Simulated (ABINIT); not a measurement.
Runs of ABINIT 10.8.3 (patched build) on ZnAu. Symmetry: Pm-3m, No. 221, cubic system. The conventional cell has a = 3.147 Å, b = 3.147 Å, c = 3.147 Å, α = 90.00°, β = 90.00°, γ = 90.00°. Au (site symmetry m-3m) is surrounded by 8 Zn at 2.73 Å. Around Zn (site symmetry m-3m) lie 8 Au at 2.73 Å. 

| task | level | potentials or basis | cell | k mesh | cutoff (eV) | smearing | cell freedom (optcell) | optimiser (ionmov) | cutoff smearing ecutsm (Ha) | force stop (Ha/bohr) | stop of the response cycle (tolvrs) | gap on the mesh (eV) | pressure (GPa) |
| --- | --- | --- | --- | --- | --- | --- | --- | --- | --- | --- | --- | --- | --- |
| relaxation of cell and atoms | PBE | PseudoDojo NC SR PBE v0.4.1 standard | relaxed | 6 × 6 × 6 | 1143 | fermi-dirac 0.05 eV | 2 | 2 | 0.5 | 2e-05 | - | none | 0.0 |
| phonons | PBE | Ansatz PAW PBE default generated set, frozen core | as given | 10 × 10 × 10 | 381 | cold (ABINIT) 0.2 eV | - | - | - | - | 1e-08 | none | 4.6 |
| single point | LDA-PZ | PseudoDojo NC SR LDA v0.4 stringent | as given | 6 × 6 × 6 | 980 | fermi-dirac 0.05 eV | - | - | - | - | - | none | (a) |
| single point | PBE | Ansatz PAW PBE default generated set, frozen core | as given | 6 × 6 × 6 | 381 | fermi-dirac 0.05 eV | - | - | - | - | - | none | 4.9 |
| optical spectrum | LDA-PZ | PseudoDojo NC SR LDA v0.4 stringent | as given | 12 × 12 × 12, shifted | 980 | gaussian 0.2 eV | - | - | - | - | - | - | -9.3 |

Alike in all rows: no spin polarisation.

Problem. Fill in the values left out.

Solution. (a) -9.1.

Caveats: the cell is more than 3 GPa from zero pressure, which shifts response properties (some runs); the intraband (Drude) term is left out (some runs); spectra need much finer meshes, so this one isn't converged (some runs).

A k mesh can miss the band edges, and the runs leave out spin-orbit coupling on Au.

A gap of «none» marks a metal or a gap under the smearing width.

Not every run made on this cell is shown here.
